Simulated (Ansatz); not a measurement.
A run of Ansatz 0.2.0 is set up as follows.

The input input.yaml:

```yaml
crystal:
  lattice:
    - [3.70452014, -0.01640867, 0.18507075]
    - [-0.01640867, 4.18451191, 0.02528513]
    - [0.18591286, 0.02540018, 3.8917432]
  atoms:
    - { symbol: Ba, position: [0.0079135, 0.88261446, 0.95959035] }
    - { symbol: Ti, position: [0.50574944, 0.42212167, 0.59782741] }
    - { symbol: O, position: [0.45838189, 0.78893258, 0.98165141] }
    - { symbol: O, position: [0.55779954, 0.89570064, 0.46568812] }
    - { symbol: O, position: [0.97015564, 0.51063065, 0.4952427] }
hamiltonian:
  xc: pbesol
  pseudopotentials: { kind: paw }
kpoints:
  mp_grid: { grid: [7, 7, 7] }
scf:
  occupations: { method: fermi_dirac, width: 0.05 }
output:
  forces: true
  stress: true
  eigenvalues: true
  write_density: true
  write_potential: true
  elf: true
  volumetric_format: npy
relax:
  f_tol: 0.01
  max_steps: 40
  cell: { stress_tol: 0.05, p_target: 2.0 }
```

Potentials or basis: Ansatz PAW.

Run with:

```console
$ ansatz run input.yaml --threads 2 --pin off --max-ram 5632MiB --backend cpu --events-out ev --progress --plain --runs-dir out
```

**Question.** Estimate the space group after relaxing (to 0.05 Å).

**Answer.** R3m (No. 160).

**Question.** What does it give for the band gap on the k mesh?

**Answer.** 2.27 eV, indirect (least direct gap 2.45 eV).

**Question.** What does it give for the relaxed volume?

**Answer.** 12.50 Å³/atom.

The path:
```
step  energy change (eV)  largest force (eV/Å)  volume (Å³)
   1              0.0000               11.0696        60.18
   2             -5.3825               10.0772        64.87
   3             -8.4563                7.5561        66.47
   4            -10.4467                5.2256        66.61
   5            -11.7424                3.2907        65.28
   6            -12.4577                1.4098        63.66
   7            -12.6653                0.2395        63.03
   8            -12.6768                0.1844        62.42
   9            -12.6791                0.0821        62.04
  10            -12.6817                0.0099        62.23
  11            -12.7177                0.0128        62.23
  12            -12.7239                0.0148        62.51
  13            -12.7238                0.0009        62.49
  14            -12.7252                0.0009        62.49
  15            -12.7253                0.0004        62.49
  16            -12.7253                0.0004        62.49
```

Caveat: odd divisions of the mesh miss points on the zone boundary, where band edges often lie, so the gap on the mesh can be too wide; the plane-wave basis is chosen anew once the cell has moved, so the energies of steps on either side of that aren't comparable; the pressure holds a Pulay correction of +0.6 GPa for the finite cutoff; spin-orbit coupling is left out, which moves the levels of the heavy elements; the PAW data sets come from PBE, with cores solved anew for the run's functional, which leaves a small shift of forces and pressure. A k mesh can miss the band edges.
